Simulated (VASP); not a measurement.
Wanted: the native input for a VASP 6.6.1 run.

```
Task                               : band structure
Functional                         : HSE06
Potentials or basis                : VASP PAW PBE potentials, release 64 (Hg, Se)
Cutoff                             : 520 eV
k mesh                             : 4 × 4 × 4
Occupations                        : gaussian, width 0.03 eV
Spin                               : spin-orbit coupling, no magnetisation
Grid for exact exchange (PRECFOCK) : Fast
Screening parameter                : 0.2 1/A
Further INCAR settings             : ALGO = Normal; EDIFF = 1e-06; NBANDS = 30
```

The system is HgSe.

```
Hg Se
1.0
     0.00000    3.07281    3.07281
     3.07281    0.00000    3.07281
     3.07281    3.07281    0.00000
Hg Se
1 1
Direct
  0.00000 0.00000 0.00000
  0.25000 0.25000 0.25000
```

One way to write it, as run:

POSCAR

```
HgSe                                    
1.0
    0.0000000000      3.0728100868      3.0728100868
    3.0728100868      0.0000000000      3.0728100868
    3.0728100868      3.0728100868      0.0000000000
  Hg              Se            
     1     1
Direct
     0.0000000000000000    0.0000000000000000    0.0000000000000000
     0.2500000000000000    0.2500000000000000    0.2500000000000000
```

INCAR.step1

```
ALGO = Normal ; EDIFF = 1E-5
ENCUT = 520 ; GGA = PE
GGA_COMPAT = F ; ISIF = 2
ISMEAR = 0 ; KPAR = 4
LASPH = T ; LCHARG = F
LORBIT = 11 ; LREAL = F
LSORBIT = T ; LWAVE = T
MAGMOM = 0 0 0 0 0 0 ; NBANDS = 30
NELM = 80 ; PREC = Accurate
SIGMA = 0.03
```

INCAR.step2

```
ALGO = Normal ; EDIFF = 1E-6
ENCUT = 520 ; GGA = PE
GGA_COMPAT = F ; HFSCREEN = 0.2
ISIF = 2 ; ISMEAR = 0
ISTART = 1 ; KPAR = 4
LASPH = T ; LCHARG = F
LHFCALC = T ; LORBIT = 11
LREAL = F ; LSORBIT = T
LWAVE = F ; MAGMOM = 0 0 0 0 0 0
NBANDS = 30 ; NELM = 80
PREC = Accurate ; PRECFOCK = Fast
SIGMA = 0.03
```

KPOINTS

```
k-points
0
Gamma
  4 4 4
```

KPOINTS_OPT

```
explicit points
6
Reciprocal
 0.0000000000  0.0000000000  0.0000000000 1
 0.3750000000  0.3750000000  0.7500000000 1
 0.5000000000  0.5000000000  0.5000000000 1
 0.6250000000  0.2500000000  0.6250000000 1
 0.5000000000  0.2500000000  0.7500000000 1
 0.5000000000  0.0000000000  0.5000000000 1
```

Potentials or basis: VASP PAW PBE potentials, release 64 (Hg, Se).

The run is started by

```console
$ cat potpaw_PBE.64/Hg/POTCAR potpaw_PBE.64/Se/POTCAR > POTCAR
$ cp INCAR.step1 INCAR
$ mpirun -np 4 vasp_ncl > vasp.out
$ cp INCAR.step2 INCAR
$ mpirun -np 4 vasp_ncl > vasp.out
```

Results of the run:

- Pressure: 1.0 GPa
- Valence electrons inside the program's atomic spheres: Hg 10.49; Se 3.86

Caveat: the k mesh is coarse (spacing up to 0.44 Å⁻¹), so the values aren't converged, least of all with exact exchange; the PAW data sets were made with another functional, which shifts forces and pressure a little.

Run time: 16 min on 4 MPI ranks on Intel(R) Xeon(R) Platinum 8559C (Emerald Rapids), with other jobs on the host, peak memory 0.41 GiB a rank.
